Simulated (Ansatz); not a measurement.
# How far is PAW off for O?

```yaml
crystal:
  lattice:
    - [0.00000, 1.88989, 3.89884]
    - [1.50177, 0.00000, 3.89884]
    - [1.50177, 1.88989, 0.00000]
  atoms:
    - { symbol: O, position: [0.42110, 0.42110, 0.57890] }
    - { symbol: O, position: [0.57890, 0.57890, 0.42110] }
```

Atom numbers follow the list: O1, O2.

The cell is the one relaxed in the Materials Project (mp-607540), not relaxed further here; entries there can be hypothetical.

Solid oxygen carries moments on its molecules; these runs leave spin out.

Levels of theory: DFT, LDA, PAW with Ansatz's default frozen-core files, scalar-relativistic (Ansatz 0.2.0); DFT, LDA, all-electron LAPW, scalar-relativistic (Ansatz 0.2.0).

For PAW: a Γ-centred 14×14×14 k mesh, Fermi–Dirac smearing of 0.08 eV, cutoff 420 eV, no spin polarisation; the PAW files were made with PBE, and the program remakes their frozen cores for this functional. LAPW targets a basis error of 1 meV/atom. The Ansatz runs share mesh, smearing and spin set-up. Plane-wave (PAW) pressures include the program's estimate of the Pulay term.

Stress and pressure are positive in compression.

Levels count from the Fermi level.

PAW results:

```tsv
quantity	PAW
pressure (GPa)	-11.86
stress xx (GPa)	-5.50
stress yy (GPa)	-8.68
stress zz (GPa)	-21.39
force on O1, z (eV/Å)	2.279
highest filled level at Σ0 (eV)	-0.347
lowest empty level at Σ0 (eV)	9.585
highest filled level at Y (eV)	-0.565
lowest empty level at Y (eV)	10.323
highest filled level at T (eV)	-0.280
lowest empty level at T (eV)	9.545
```

(1) What does LAPW (all electrons) give for the same quantities?

## Answers

(1) 
```json
{"quantity": "pressure (GPa)", "LAPW": "-11.35"}
{"quantity": "stress xx (GPa)", "LAPW": "-5.55"}
{"quantity": "stress yy (GPa)", "LAPW": "-8.74"}
{"quantity": "stress zz (GPa)", "LAPW": "-19.75"}
{"quantity": "force on O1, z (eV/Å)", "LAPW": "2.094"}
{"quantity": "highest filled level at Σ0 (eV)", "LAPW": "-0.347"}
{"quantity": "lowest empty level at Σ0 (eV)", "LAPW": "9.627"}
{"quantity": "highest filled level at Y (eV)", "LAPW": "-0.566"}
{"quantity": "lowest empty level at Y (eV)", "LAPW": "10.373"}
{"quantity": "highest filled level at T (eV)", "LAPW": "-0.280"}
{"quantity": "lowest empty level at T (eV)", "LAPW": "9.586"}
```
